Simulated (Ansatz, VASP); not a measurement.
One calculation of HfO2, two programs

```
Hf O
1.0
     0.00000    2.52293    2.52293
     2.52293    0.00000    2.52293
     2.52293    2.52293    0.00000
Hf O
1 2
Direct
  0.00000 0.00000 0.00000
  0.25000 0.25000 0.25000
  0.75000 0.75000 0.75000
```

Change from the starting cell: volume scaled by 0.96.

Alike in both runs: task single point; functional PBE; k mesh 9 × 9 × 9; occupations fermi-dirac, width 0.01 eV; no spin polarisation.

|  | VASP | Ansatz |
| --- | --- | --- |
| version | VASP 6.6.1 | Ansatz 0.2.0 |
| potentials or method | VASP PAW PBE potentials, release 64 (Hf_pv, O), cutoff 520 eV | all-electron LAPW, scalar-relativistic |

Ansatz gave:

| Property | Result |
| --- | --- |
| gap on the k mesh at the Fermi level (eV) | 3.93 |
| pressure (GPa) | 8.0 |

What did VASP give for the same quantities?

gap on the k mesh at the Fermi level (eV): 3.95; pressure (GPa): 4.1.

One of these differences is far larger than is usual between the two programs; its cause wasn't traced. Ansatz ran all-electron here, so the differences hold the error of VASP's frozen core and of both bases.

Caveats: spin-orbit coupling is left out, which moves the levels of the heavy elements; an odd mesh through Γ misses points on the zone boundary, where band edges often lie.
